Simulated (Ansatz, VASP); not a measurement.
## Be in VASP and in Ansatz

```
Be
1.0
     2.22952    0.00000    0.00000
    -1.11476    1.93082    0.00000
     0.00000    0.00000    3.50833
Be
2
Direct
  0.33333 0.66667 0.25000
  0.66667 0.33333 0.75000
```

Alike in both runs: task single point; functional LDA; k mesh 16 × 16 × 9; no spin polarisation.

```csv
,VASP,Ansatz
version,VASP 6.6.1,Ansatz 0.2.0
potentials or method,"VASP PAW LDA potentials, release 64 (Be)","plane waves (420 eV) with PAW, scalar-relativistic"
plane-wave cutoff (eV),520,420
occupations,"methfessel-paxton of order 1, width 0.2 eV","cold, width 0.2 eV"
valence electrons in the cell,4,4
```

```csv
,VASP,Ansatz,Ansatz less VASP
pressure (GPa),0.4,0.0,-0.46
largest component of the traceless stress (GPa),0.08,0.12,+0.043
```

Ansatz warned: «pseudo_functional_mismatch».
